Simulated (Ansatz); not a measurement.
# La2O3 under changes of volume

One of the cells (22.446 Å³/atom); the others are scaled copies at fixed shape and fractional positions:

```
La O
1.0
     6.26678    0.00000    0.00000
    -3.13339    5.42719    0.00000
     0.00000    0.00000    3.29977
La O
2 3
Direct
  0.66667 0.33333 0.50000
  0.33333 0.66667 0.50000
  0.50801 0.00000 0.00000
  0.00000 0.50801 0.00000
  0.49199 0.49199 0.00000
```

The cell comes from a database or a generator and needn't be the stable form of this composition.

| Quantity | Value |
| --- | --- |
| Program | Ansatz 0.2.0 |
| Functional | PBE |
| Potentials or basis | all-electron LAPW, scalar-relativistic |
| Cutoff | 258 eV (chosen from the basis error) |
| Basis error allowed | 0.001 eV/atom |
| k mesh | 5 × 5 × 8 |
| Occupations | fermi-dirac, width 0.05 eV |
| Spin | no spin polarisation |

```tsv
volume (Å³/atom)	energy over the lowest point (meV/atom)	pressure (GPa)	gap on the mesh (eV)	largest force (eV/Å)
21.099	49.48	9.3	1.18	0.011
21.548	27.25	6.6	1.31	0.024
21.997	12.03	4.3	1.42	0.035
22.446	?	?	?	?
22.895	0.00	0.2	1.63	0.056
23.344	1.98	-1.6	1.72	0.065
23.792	8.61	-3.1	1.80	0.073
```

Problem. What does the run at 22.446 Å³/atom give?

Solution. Energy over the lowest point 3.16 meV/atom; pressure 2.1 GPa; gap on the mesh 1.53 eV; largest force 0.046 eV/Å.

Worked out: A Birch-Murnaghan fit of order 3 (a polynomial in V^(-2/3)) to the other rows has its minimum at 22.94 Å³/atom with B0 = V·E''(V) = 93 GPa and B' = 4.2 at fixed shape and positions, which overstates the stiffness. It gives 3.16 meV/atom at 22.446 Å³/atom, against the run's 3.16, and -dE/dV = 2.1 GPa, against 2.1. A parabola through the other rows of the gap, of slope 5.13 eV per unit of ln V there, gives 1.53 eV, against the run's 1.53.

Energies are extrapolated to zero smearing.

Caveats: spin-orbit coupling is left out, which moves the levels of the heavy elements; an odd mesh through Γ misses points on the zone boundary, where band edges often lie.
